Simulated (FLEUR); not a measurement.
# Pb (Fm-3m) in FLEUR: a series of runs

One crystal, Pb, is run at these levels: LDA (Moruzzi-Janak-Williams); tasks: band structure, equation of state.

Everything below comes from runs of FLEUR MaX-R8.1 (patched build s14). Logs are shortened: lines on timing, memory, paths and dates and some standing lists are left out, and cuts for length are marked.

**1. Starting point**

It takes space group Fm-3m (No. 225, cubic). The conventional cell has a = 4.950 Å, b = 4.950 Å, c = 4.950 Å, α = 90.00°, β = 90.00°, γ = 90.00°. Around Pb (site symmetry m-3m) lie 12 Pb at 3.50 Å.

**2. Band structure, LDA (Moruzzi-Janak-Williams)**

inp.xml

```xml
<?xml version="1.0" encoding="UTF-8" standalone="no"?>
<fleurInput fleurInputVersion="0.39">
   <comment>
      Pb                                                                                                  
   </comment>
   <calculationSetup>
      <cutoffs Kmax="3.8" Gmax="11.8" GmaxXC="11.8" numbands="0"/>
      <scfLoop itmax="60" minDistance="0.00001" maxIterBroyd="15" imix="Anderson" alpha="0.05" precondParam="0.0" spinf="2.0"/>
      <coreElectrons ctail="T" frcor="F" kcrel="0" coretail_lmax="0"/>
      <xcFunctional name="mjw" relativisticCorrections="F"/>
      <magnetism jspins="1"/>
      <soc l_soc="F" theta="0.0" phi="0.0" spav="F"/>
      <expertModes spex="0" secvar="F"/>
      <geometryOptimization l_f="F" forcealpha="1.0" forcemix="BFGS" epsdisp="0.00001" epsforce="0.00001"/>
      <ldaU l_linMix="F" mixParam="0.05" spinf="1.0"/>
   </calculationSetup>
   <cell>
      <bzIntegration valenceElectrons="20.0" mode="hist" fermiSmearingEnergy="0.00183747">
         <kPointListSelection listName="default-1"/>
         <!-- k-points included here -->
         <xi:include xmlns:xi="http://www.w3.org/2001/XInclude" href="kpts.xml"> </xi:include>
      </bzIntegration>
      <!-- symmetry operations included here -->
      <xi:include xmlns:xi="http://www.w3.org/2001/XInclude" href="sym.xml"> </xi:include>
      <bulkLattice scale="1.0">
         <bravaisMatrix>
            <row-1>    0.0000000000000000     4.6771099529074922     4.6771099529074922</row-1>
            <row-2>    4.6771099529074922     0.0000000000000000     4.6771099529074922</row-2>
            <row-3>    4.6771099529074922     4.6771099529074922     0.0000000000000000</row-3>
         </bravaisMatrix>
      </bulkLattice>
   </cell>
   <atomSpecies>
      <species name="Lead (Pb)" element="Pb" atomicNumber="82">
         <mtSphere radius="2.66" gridPoints="879" logIncrement="0.015"/>
         <atomicCutoffs lmax="11" lnonsphr="8"/>
         <electronConfig flipSpins="F">
            <coreConfig>(1s1/2) (2s1/2) (2p1/2) (2p3/2) (3s1/2) (3p1/2) (3p3/2) (4s1/2) (3d3/2) (3d5/2) (4p1/2) (4p3/2) (4d3/2) (4d5/2) (4f5/2) (4f7/2) (5s1/2)</coreConfig>
            <valenceConfig>(5p1/2) (5p3/2) (6s1/2) (5d3/2) (5d5/2) (6p1/2) (6p3/2)</valenceConfig>
            <stateOccupation state="(6p1/2)" spinUp="0.333333" spinDown="0.333333"/>
            <stateOccupation state="(6p3/2)" spinUp="0.666667" spinDown="0.666667"/>
         </electronConfig>
         <energyParameters s="6" p="6" d="5" f="5"/>
         <lo type="SCLO" l="1" n="5" eDeriv="0"/>
         <lo type="SCLO" l="1" n="5" eDeriv="1"/>
         <lo type="SCLO" l="0" n="6" eDeriv="2"/>
         <lo type="SCLO" l="2" n="5" eDeriv="2"/>
         <lo type="SCLO" l="3" n="5" eDeriv="2"/>
      </species>
   </atomSpecies>
   <atomGroups>
      <atomGroup species="Lead (Pb)">
         <relPos label="                   1">.0000000000 .0000000000 .0000000000</relPos>
         <force calculate="T" relaxXYZ="TTT"/>
      </atomGroup>
   </atomGroups>
   <output dos="F" band="F" slice="F">
      <checks vchk="F" cdinf="F"/>
      <bandDOS minEnergy="-.5*Htr" maxEnergy="0.5*Htr" sigma="0.015" storeEVData="T"/>
      <vacuumDOS vacdos="F" integ="F" star="F" nstars="0" locx1="0.0" locy1="0.0" locx2="0.0" locy2="0.0" nstm="0" tworkf="0.0"/>
      <unfoldingBand unfoldBand="F" supercellX="1" supercellY="1" supercellZ="1"/>
      <plotting iplot="0" polar="F">
         <plot TwoD="T" vec1="  1.0  0.0  0.0" vec2="  0.0  1.0  0.0" vec3="  0.0  0.0  1.0" zero="  0.0  0.0  0.0" file="plot"/>
      </plotting>
      <chargeDensitySlicing numkpt="0" minEigenval="0.0" maxEigenval="0.0" nnne="0" pallst="F"/>
      <specialOutput eonly="F"/>
      <magneticCircularDichroism mcd="F" energyLo="-10.0" energyUp="0.0"/>
   </output>
  <!-- We include the file relax.xml here to enable relaxations (see documentation) -->
  <xi:include xmlns:xi="http://www.w3.org/2001/XInclude" href="relax.xml"> <xi:fallback/> </xi:include>
</fleurInput>
```

crystal.txt

```
Pb
&input cartesian=F /
0.0000000000  2.4750200000  2.4750200000
2.4750200000  0.0000000000  2.4750200000
2.4750200000  2.4750200000  0.0000000000
1.8897261246
1.0 1.0 1.0

1
82 0.0000000000  0.0000000000  0.0000000000

&kpt div1=9 div2=9 div3=9 gamma=T /
```

inp.xml (bands)

```
<?xml version="1.0" encoding="UTF-8" standalone="no"?>
<fleurInput fleurInputVersion="0.39">
   <comment>
      Pb                                                                                                  
   </comment>
   <calculationSetup>
      <cutoffs Kmax="3.8" Gmax="11.8" GmaxXC="11.8" numbands="0"/>
      <scfLoop itmax="60" minDistance="0.00001" maxIterBroyd="15" imix="Anderson" alpha="0.05" precondParam="0.0" spinf="2.0"/>
      <coreElectrons ctail="T" frcor="F" kcrel="0" coretail_lmax="0"/>
      <xcFunctional name="mjw" relativisticCorrections="F"/>
      <magnetism jspins="1"/>
      <soc l_soc="F" theta="0.0" phi="0.0" spav="F"/>
      <expertModes spex="0" secvar="F"/>
      <geometryOptimization l_f="F" forcealpha="1.0" forcemix="BFGS" epsdisp="0.00001" epsforce="0.00001"/>
      <ldaU l_linMix="F" mixParam="0.05" spinf="1.0"/>
   </calculationSetup>
   <cell>
      <bzIntegration valenceElectrons="20.0" mode="hist" fermiSmearingEnergy="0.00183747">
         <kPointListSelection listName="path-1"/>
         <!-- k-points included here -->
         <xi:include xmlns:xi="http://www.w3.org/2001/XInclude" href="kpts.xml"> </xi:include>
      </bzIntegration>
      <!-- symmetry operations included here -->
      <xi:include xmlns:xi="http://www.w3.org/2001/XInclude" href="sym.xml"> </xi:include>
      <bulkLattice scale="1.0">
         <bravaisMatrix>
            <row-1>    0.0000000000000000     4.6771099529074922     4.6771099529074922</row-1>
            <row-2>    4.6771099529074922     0.0000000000000000     4.6771099529074922</row-2>
            <row-3>    4.6771099529074922     4.6771099529074922     0.0000000000000000</row-3>
         </bravaisMatrix>
      </bulkLattice>
   </cell>
   <atomSpecies>
      <species name="Lead (Pb)" element="Pb" atomicNumber="82">
         <mtSphere radius="2.66" gridPoints="879" logIncrement="0.015"/>
         <atomicCutoffs lmax="11" lnonsphr="8"/>
         <electronConfig flipSpins="F">
            <coreConfig>(1s1/2) (2s1/2) (2p1/2) (2p3/2) (3s1/2) (3p1/2) (3p3/2) (4s1/2) (3d3/2) (3d5/2) (4p1/2) (4p3/2) (4d3/2) (4d5/2) (4f5/2) (4f7/2) (5s1/2)</coreConfig>
            <valenceConfig>(5p1/2) (5p3/2) (6s1/2) (5d3/2) (5d5/2) (6p1/2) (6p3/2)</valenceConfig>
            <stateOccupation state="(6p1/2)" spinUp="0.333333" spinDown="0.333333"/>
            <stateOccupation state="(6p3/2)" spinUp="0.666667" spinDown="0.666667"/>
         </electronConfig>
         <energyParameters s="6" p="6" d="5" f="5"/>
         <lo type="SCLO" l="1" n="5" eDeriv="0"/>
         <lo type="SCLO" l="1" n="5" eDeriv="1"/>
         <lo type="SCLO" l="0" n="6" eDeriv="2"/>
         <lo type="SCLO" l="2" n="5" eDeriv="2"/>
         <lo type="SCLO" l="3" n="5" eDeriv="2"/>
      </species>
   </atomSpecies>
   <atomGroups>
      <atomGroup species="Lead (Pb)">
         <relPos label="                   1">.0000000000 .0000000000 .0000000000</relPos>
         <force calculate="T" relaxXYZ="TTT"/>
      </atomGroup>
   </atomGroups>
   <output dos="F" band="T" slice="F">
      <checks vchk="F" cdinf="F"/>
      <bandDOS minEnergy="-.5*Htr" maxEnergy="0.5*Htr" sigma="0.015" storeEVData="T"/>
      <vacuumDOS vacdos="F" integ="F" star="F" nstars="0" locx1="0.0" locy1="0.0" locx2="0.0" locy2="0.0" nstm="0" tworkf="0.0"/>
      <unfoldingBand unfoldBand="F" supercellX="1" supercellY="1" supercellZ="1"/>
      <plotting iplot="0" polar="F">
         <plot TwoD="T" vec1="  1.0  0.0  0.0" vec2="  0.0  1.0  0.0" vec3="  0.0  0.0  1.0" zero="  0.0  0.0  0.0" file="plot"/>
      </plotting>
      <chargeDensitySlicing numkpt="0" minEigenval="0.0" maxEigenval="0.0" nnne="0" pallst="F"/>
      <specialOutput eonly="F"/>
      <magneticCircularDichroism mcd="F" energyLo="-10.0" energyUp="0.0"/>
   </output>
  <!-- We include the file relax.xml here to enable relaxations (see documentation) -->
  <xi:include xmlns:xi="http://www.w3.org/2001/XInclude" href="relax.xml"> <xi:fallback/> </xi:include>
</fleurInput>
```

Potentials or basis: all-electron, FLAPW.

Started as:

```bash
$ inpgen -f crystal.txt -profile fastHighL
$ # inp.xml edited to the form shown
$ fleur
$ fleur   # second run, on inp.xml (bands)
```

What it wrote:

```text
Welcome to FLEUR        (www.flapw.de)
      MaX-Release 8.1          (www.max-centre.eu)

 ========== k-point set info ==========
 Selected k-point list: default-1
 k-point list type: mesh
 9 x 9 x 9
 Number of k points: 35

 ------------Calculation Setup---------------------------
 Number of OMP-threads    :            1
 Number of basis functions:          233
 Approximate size of matrices (H+S) per k-point:         0.001 GB
 --------------------------------------------------------
 Iteration:     1   Distance:      11.16899588 me/bohr^3
 Iteration:     2   Distance:      10.51160494 me/bohr^3
 Iteration:     3   Distance:       3.28163283 me/bohr^3
 Iteration:     4   Distance:       0.23297646 me/bohr^3
 Iteration:     5   Distance:       0.22778897 me/bohr^3
 Iteration:     6   Distance:       0.05039057 me/bohr^3
 Iteration:     7   Distance:       0.00241167 me/bohr^3
 Iteration:     8   Distance:       0.00211683 me/bohr^3
 Iteration:     9   Distance:       0.00014563 me/bohr^3
 Iteration:    10   Distance:       0.00003278 me/bohr^3
 Iteration:    11   Distance:       0.00001444 me/bohr^3
 Iteration:    12   Distance:       0.00000068 me/bohr^3

 ********************************************************************
 Run finished successfully
 Stop message:
   all done
 ********************************************************************
```

output (bands):

```text
Welcome to FLEUR        (www.flapw.de)
      MaX-Release 8.1          (www.max-centre.eu)

 ========== k-point set info ==========
 Selected k-point list: path-1
 k-point list type: path
 Number of k points: 60

 ------------Calculation Setup---------------------------
 Number of OMP-threads    :            1
 Number of basis functions:          235
 Approximate size of matrices (H+S) per k-point:         0.001 GB
 --------------------------------------------------------
 Fermi energy correction for metals:
 Fermi energy in bands.* files may not be consistent with last density.
 Please correct it manually (e.g. in band.gnu file).

 Note: Band structure data (together with different weights) is also stored in the banddos.hdf file.
       A convenient way of extracting and plotting the data from that file is by making use of the

 ********************************************************************
 Run finished successfully
 Stop message:
   Charge density postprocessing done.
 ********************************************************************
```

out.xml (last iteration):

```text
<iteration numberForCurrentRun="   12" overallNumber="   12">
         <energyParameters units="Htr">
            <atomicEP atomType="1" spin="1" branch="6s" branchLowest="-4.86" branchHighest="0.57" value="-0.0595064363"/>
            <atomicEP atomType="1" spin="1" branch="6p" branchLowest="-2.71" branchHighest="1.41" value="0.2203862928"/>
            <atomicEP atomType="1" spin="1" branch="5d" branchLowest="-14.30" branchHighest="-0.28" value="-0.3134472063"/>
            <atomicEP atomType="1" spin="1" branch="5f" branchLowest="-4.46" branchHighest="1.87" value="0.5586142104"/>
            <loAtomicEP atomType="1" spin="1" branch="5p" branchLowest="-23.20" branchHighest="-2.71" value="-2.7177582008"/>
            <loAtomicEP atomType="1" spin="1" branch="5p" branchLowest="-23.20" branchHighest="-2.71" value="-2.7177582008"/>
            <loAtomicEP atomType="1" spin="1" branch="6s" branchLowest="-4.86" branchHighest="0.57" value="-0.0595064363"/>
            <loAtomicEP atomType="1" spin="1" branch="5d" branchLowest="-14.30" branchHighest="-0.28" value="-0.3514723756"/>
            <loAtomicEP atomType="1" spin="1" branch="5f" branchLowest="-4.46" branchHighest="1.87" value="0.5585930457"/>
         </energyParameters>
         <eigenvalues>
            <eigenvaluesAt spin="1" ikpt="1" k_x="0.00000000" k_y="0.00000000" k_z="0.00000000">
                      -2.7167557127       -2.7167557127       -2.7167557127       -0.3527615662       -0.3527615662
                      -0.3527615662       -0.3474648967       -0.3474648967       -0.1641009087        0.5393063514
                       0.5393063514        0.5393063514        0.6308388222        0.6888569203        0.7311579202
                       0.7311579202
            </eigenvaluesAt>
            <eigenvaluesAt spin="1" ikpt="2" k_x="0.00000000" k_y="0.00000000" k_z="0.11111111">
                      -2.7167692412       -2.7167575760       -2.7167575760       -0.3527765747       -0.3521365175
                      -0.3521365175       -0.3474653630       -0.3474653630       -0.1553831321        0.4536371763
                       0.5291289824        0.5291289824        0.6165182431        0.7242323295        0.7492329425
                       0.7492329425
[... 10 lines left out ...]
                       0.4862197868        0.4862197868        0.6006465978        0.6598934282        0.7026123186
                       0.7026123186
            </eigenvaluesAt>
         </eigenvalues>
         <bandgap value="0.0718311917" units="eV"/>
         <sumValenceSingleParticleEnergies value="-19.4714406679" units="Htr"/>
         <FermiEnergy value="0.2641071748" units="Htr"/>
         <valenceDensity>
            <mtCharges spin="1">
               <mtCharge atomType="1" total="18.0291818" s="1.4231660" p="6.7769978" d="9.8197410" f="0.0083058"/>
            </mtCharges>
            <spinDependentCharge spin="1" total="20.0000000" interstitial="1.9708182" mtSpheres="18.0291818"/>
            <totalCharge value="20.0000000000"/>
         </valenceDensity>
         <coreStates atomType="     1" atomicNumber=" 82" spin="1" kinEnergy="  24085.9645225411" eigValSum=" -12914.8450962796" lostElectrons=" 0.000046">
            <state n="1" l="0" j="0.5" energy="-3230.3393275847" weight="1.0000000000"/>
            <state n="2" l="0" j="0.5" energy="-576.9890393370" weight="1.0000000000"/>
            <state n="2" l="1" j="0.5" energy="-554.1902098742" weight="1.0000000000"/>
            <state n="2" l="1" j="1.5" energy="-473.7937413835" weight="2.0000000000"/>
            <state n="3" l="0" j="0.5" energy="-138.1567954390" weight="1.0000000000"/>
            <state n="3" l="1" j="0.5" energy="-127.8564182127" weight="1.0000000000"/>
[... 9 lines left out ...]
            <state n="4" l="3" j="3.5" energy="-4.3788739202" weight="4.0000000000"/>
            <state n="5" l="0" j="0.5" energy="-4.8637428709" weight="1.0000000000"/>
         </coreStates>
         <allElectronCharges>
            <spinDependentCharge spin="1" total="82.0000000" interstitial="1.9708639" mtSpheres="80.0291361"/>
            <totalCharge value="82.0000000007"/>
         </allElectronCharges>
         <totalEnergy                                    value="   -20916.5864358390" units="Htr">
            <sumOfEigenvalues                            value="   -12934.3165369475">
               <coreElectrons value="-12914.8450962796"/>
               <valenceElectrons value="-19.4714406679"/>
            </sumOfEigenvalues>
            <densityCoulombPotentialIntegral value="-36777.1711506386"/>
            <densityEffectivePotentialIntegral value="-37279.7125154682"/>
            <chargeDenXCDenIntegral value="-378.5038096116"/>
            <FockExchangeEnergyValence value="0.0000000000"/>
            <FockExchangeEnergyCore value="0.0000000000"/>
            <atomTypeDependentContributions atomType="1">
               <electronNucleiInteractionDifferentMTs value="26454.6681697872"/>
               <MadelungTerm value="-40.2248596417"/>
            </atomTypeDependentContributions>
            <tkbTimesEntropy value="0.0001170843"/>
            <freeEnergy value="-20916.5865529233"/>
            <extrapolationTo0K value="-20916.5864943811"/>
         </totalEnergy>
         <densityConvergence units="me/bohr^3">
            <chargeDensity spin="1" distance="0.0000006849"/>
         </densityConvergence>
      </iteration>
```

Wall time 8.9 s (1 thread of Intel Xeon at 2.60GHz (Ice Lake), shared host); peak memory 0.04 GiB.

Results:

```
Free energy                                           : -569169.3156 eV
Band gap along the path                               : none (metal or under the smearing width)
Valence electrons inside the program's atomic spheres : Pb 18.03 (radii Pb 2.66 bohr)
```

Levels at the corners of the path, in eV from the Fermi level:
```csv
point,band 7,band 8,band 9,band 10,band 11,band 12,band 13,band 14
Γ,-16.64,-16.64,-11.65,7.49,7.49,7.49,9.98,11.56
X,-16.47,-16.47,-6.66,-3.13,2.16,2.16,5.62,6.90
W,-16.59,-16.47,-6.56,-1.23,-1.23,0.43,11.03,12.36
K,-16.57,-16.51,-6.75,-2.14,-1.07,3.09,6.71,11.55
Γ,-16.64,-16.64,-11.65,7.49,7.49,7.49,9.98,11.56
L,-16.50,-16.50,-8.05,-4.05,5.66,5.66,9.46,9.69
U,-16.57,-16.51,-6.75,-2.14,-1.07,3.09,6.71,11.55
W,-16.59,-16.47,-6.56,-1.23,-1.23,0.43,11.03,12.36
L,-16.50,-16.50,-8.05,-4.05,5.66,5.66,9.46,9.69
K,-16.57,-16.51,-6.75,-2.14,-1.07,3.09,6.71,11.55
U,-16.57,-16.51,-6.75,-2.14,-1.07,3.09,6.71,11.55
X,-16.47,-16.47,-6.66,-3.13,2.16,2.16,5.62,6.90
```

Core levels (eV from the Fermi level):
```tsv
atom	levels
1 Pb	1s1/2 -87909.2, 2s1/2 -15707.9, 2p1/2 -15087.5, 2p3/2 -12899.8, 3s1/2 -3766.6, 3p1/2 -3486.3, 3p3/2 -2998.3, 4s1/2 -848.7, 3d3/2 -2536.6, 3d5/2 -2432.6, 4p1/2 -727.4, 4p3/2 -607.7, 4d3/2 -410.0, 4d5/2 -387.7, 4f5/2 -131.4, 4f7/2 -126.3, 5s1/2 -139.5
```

Caveat: spin-orbit coupling is left out, which moves the levels of the heavy elements.

**3. Equation of state, LDA (Moruzzi-Janak-Williams), 28.50 Å³/atom (volume scaled by 0.94)**

inp.xml, as its differences from that of step 2:

```diff
@@ -24,3 +24,3 @@
       <xi:include xmlns:xi="http://www.w3.org/2001/XInclude" href="sym.xml"> </xi:include>
-      <bulkLattice scale="1.0">
+      <bulkLattice scale="0.9795861087">
          <bravaisMatrix>
```

Potentials or basis: all-electron, FLAPW.

Started as:

```bash
$ inpgen -f crystal.txt -profile fastHighL
$ # inp.xml edited to the form shown
$ fleur
```

Run time: 7 s. Hardware: 1 thread of Intel Xeon at 2.60GHz (Ice Lake), shared host; peak memory 0.09 GiB.

It converged, with:

```
Free energy                                           : -569169.3228 eV
Band gap on the k mesh                                : none (metal or under the smearing width)
Valence electrons inside the program's atomic spheres : Pb 18.07 (radii Pb 2.66 bohr)
```

**4. Equation of state, LDA (Moruzzi-Janak-Williams), 29.11 Å³/atom (volume scaled by 0.96)**

inp.xml, as its differences from that of step 3:

```diff
@@ -24,3 +24,3 @@
       <xi:include xmlns:xi="http://www.w3.org/2001/XInclude" href="sym.xml"> </xi:include>
-      <bulkLattice scale="0.9795861087">
+      <bulkLattice scale="0.9864848297">
          <bravaisMatrix>
```

Started as:

```bash
$ inpgen -f crystal.txt -profile fastHighL
$ # inp.xml edited to the form shown
$ fleur
```

It took 7 s on 1 thread of Intel Xeon at 2.60GHz (Ice Lake), shared host; peak memory 0.09 GiB.

It converged, with:

```yaml
Free_energy: -569169.3245 eV
Band_gap_on_the_k_mesh: none (metal or under the smearing width)
Valence_electrons_inside_the_program's_atomic_spheres: Pb 18.06 (radii Pb 2.66 bohr)
```

(Part 1 of 2 ends here.)
